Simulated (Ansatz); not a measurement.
Here is an Ansatz 0.2.0 calculation.

input.yaml

```yaml
crystal:
  lattice:
    - [-1.65128, 1.65128, 1.65128]
    - [1.65128, -1.65128, 1.65128]
    - [1.65128, 1.65128, -1.65128]
  atoms:
    - { symbol: Ta, position: [0.0, 0.0, 0.0] }
kpoints:
  mp_grid: { grid: [11, 11, 11] }
scf:
  occupations: { method: gaussian, width: 0.025 }
hamiltonian:
  xc: pbe
  pseudopotentials: { kind: all_electron, lapw: { basis_error: 0.001 } }
output:
  forces: true
  stress: true
  eigenvalues: true
```

Potentials or basis: all-electron LAPW, scalar-relativistic.

The run is started by

```console
$ ansatz run input.yaml --threads 1 --pin off --max-ram 3072MiB --backend cpu --events-out ev --progress --plain --runs-dir out
```

Question: What does it give for the pressure?

Answer: 2.1 GPa.

Question: Estimate the band gap on the k mesh.

Answer: None (metal or under the smearing width).

The run has no spin-orbit coupling, so splittings on Ta are missing.
